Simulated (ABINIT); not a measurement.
ZrSe2, 3 atoms in the cell. It takes space group P-3m1 (No. 164, trigonal). Conventional cell: a = 3.798 Å, b = 3.798 Å, c = 6.192 Å, α = 90.00°, β = 90.00°, γ = 120.00°. Zr (site symmetry -3m) has 6 Se at 2.68 Å as nearest neighbours. Se (site symmetry 3m) is surrounded by 3 Zr at 2.68 Å. 

- Program: ABINIT 10.8.3 (patched build)
- Task: single point
- Functional: r2SCAN
- Potentials or basis: JTH PAW PBE v2.0
- Cutoff: 544 eV
- k mesh: 3 × 3 × 2
- Occupations: fermi-dirac, width 0.05 eV
- Spin: no spin polarisation
- Fine-grid cutoff: 1088.46 eV

Potentials or basis: JTH PAW PBE v2.0.

Launch:

```console
$ abinit run.abi > log 2>&1
```

Hardware: 1 thread of Arm Neoverse V1 (shared host).

Task: Estimate the wall time of this run.

Result: Run time: 36 s on 1 thread of Arm Neoverse V1 (shared host), peak memory 0.17 GiB. Counts: scf iterations 10, mpi ranks 1, k points 6, bands 16, plane waves 2250.
